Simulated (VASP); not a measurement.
Write the native input for VASP 6.6.1 that does the following.

* Task: single point
* Functional: PBEsol
* Potentials or basis: VASP PAW PBE potentials, release 64 (Cs_sv, I)
* Cutoff: 520 eV
* k mesh: 6 × 6 × 6
* Occupations: gaussian, width 0.05 eV
* Spin: no spin polarisation
* Dipole correction: no
* Further INCAR settings: ALGO = Fast; EDIFF = 1e-06; NBANDS = 15

The structure of CsI lies in POSCAR:

```
CsI
1.0
    4.5667000000      0.0000000000      0.0000000000
    0.0000000000      4.5667000000      0.0000000000
    0.0000000000      0.0000000000      4.5667000000
Cs I
1 1
Direct
    0.0000000000      0.0000000000      0.0000000000
    0.5000000000      0.5000000000      0.5000000000
```

The input as run:

INCAR

```
SYSTEM = CsI
PREC = Accurate
ENCUT = 520
EDIFF = 1E-6
ISMEAR = 0
SIGMA = 0.05
LREAL = .FALSE.
LASPH = .TRUE.
NELM = 100
ALGO = Fast
ISIF = 2
LWAVE = .FALSE.
LCHARG = .FALSE.
GGA = PS
NBANDS = 15
```

KPOINTS

```
Automatic mesh
0
G
  6 6 6
  0 0 0
```

Potentials or basis: VASP PAW PBE potentials, release 64 (Cs_sv, I).

Command:

```sh
$ cat potpaw_PBE.64/Cs_sv/POTCAR potpaw_PBE.64/I/POTCAR > POTCAR
$ mpirun -np 1 vasp_std > vasp.out
```

It gave:

| Item | Value |
| --- | --- |
| Pressure | -0.4 GPa |
| Band gap on the k mesh | 3.70 eV, indirect (least direct gap 3.79 eV) |

Caveat: the PAW data sets were made with another functional, which shifts forces and pressure a little; spin-orbit coupling is left out, which moves the levels of the heavy elements.

Wall time 42 s on 1 thread of Intel(R) Xeon(R) Platinum 8375C CPU @ 2.90GHz (Ice Lake) (shared host), peak memory 0.21 GiB.
